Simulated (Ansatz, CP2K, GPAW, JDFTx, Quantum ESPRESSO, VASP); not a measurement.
**AlNi: 6 runs at one level of theory**

```
CELL_PARAMETERS angstrom
2.88100 0.00000 0.00000
0.00000 2.88100 0.00000
0.00000 0.00000 2.88100
ATOMIC_POSITIONS crystal
Ni 0.50000 0.50000 0.50000
Al 0.00000 0.00000 0.00000
```

Alike in all runs: task single point; functional PBEsol; k mesh 9 × 9 × 9; occupations fermi-dirac, width 0.05 eV; collinear spin, ferromagnetic start; no spin-orbit coupling. Pressure is positive in compression and, in plane waves, holds the error of the finite cutoff.

```csv
program and potentials,plane-wave cutoff (eV),notes,pressure (GPa),net moment per atom (μB)
"CP2K, GTH_POTENTIALS Ni GTH-PBE-q18; POTENTIAL_UZH Al GTH-PBE-q3; TZVP-MOLOPT-SR-GTH, TZVP-MOLOPT-PBE-GTH basis",-,atomic basis; potentials made for PBE; 10.5 valence electrons an atom on average,-1.88,0.00
"GPAW, PAW data sets generated for this functional",600,9.5 valence electrons an atom on average; this data set often lies off other programs,-2.27,0.00
"VASP, PBE PAW files Al, Ni, 520 eV",520,potentials made for PBE; 6.5 valence electrons an atom on average,?,?
"Quantum ESPRESSO, GBRV 1.5 PBEsol",612,10.5 valence electrons an atom on average,-3.40,0.00
"Ansatz, all-electron LAPW, scalar-relativistic",-,-,-3.39,0.00
"JDFTx, PseudoDojo-SR-PBEsol-0.4.1-standard with smoothed tails",1333,10.5 valence electrons an atom on average,-3.31,0.00
```

Problem. Estimate from the other rows what the run with VASP, PBE PAW files Al, Ni, 520 eV gave.

Solution. Pressure -3.24 GPa; net moment per atom 0.00 μB. The other rows, which needn't bracket it: pressure -3.40 to -1.88; net moment per atom 0.00.
